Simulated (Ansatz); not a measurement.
Reactions of C₅H₅F (`FC1=CCC=C1`).

Isolated molecules relaxed with PBE0-D4/def2-TZVP in Ansatz; ΔE leaves out vibrations. CBS: MP2 limit from def2 TZ/QZ plus the TZ coupled-cluster correction, frozen cores. This one scheme is used for every species, atoms too. DFT in def2-TZVPP. B3LYP here is the variant with VWN-RPA as its local correlation; programs differ in this. Open shells (•) are unrestricted, without spin–orbit coupling. Spin–orbit coupling would lower the free atoms: a little for C, F.

| reaction | r2SCAN-D4 (kcal/mol) | B3LYP-D4 (kcal/mol) | ωB97X-V (kcal/mol) | HF/CBS(def2) (kcal/mol) | CCSD(T)/CBS(def2) (kcal/mol) |
| --- | --- | --- | --- | --- | --- |
| `FC1=CCC=C1` → `C=CC#CCF` | 36.3 | 31.4 | 37.6 | 28.2 | 33.8 |
| `FC1=CCC=C1` → `FC1=CC=CC1` | 1.2 | 1.1 | 0.9 | 1.3 | 1.1 |
| `FC1=CCC=C1` + H₂ → cyclopentadiene + H–F | -18.9 | -20.2 | -19.8 | -23.2 | -24.0 |
| `FC1=CCC=C1` → 5 C• + F• + 5 H• | 1197.6 | 1189.3 | 1190.3 | 871.1 | 1186.3 |
| `FC1=CCC=C1` + CH₄ → `CC1=CCC=C1` + H–F | -6.1 | -7.0 | -6.9 | -5.9 | -11.0 |
| `FC1=CCC=C1` → `C=C(F)C#CC` | 28.8 | 25.3 | 31.2 | 24.1 | 28.4 |

Largest T1 diagnostic: 0.012, for `C=C(F)C#CC`.
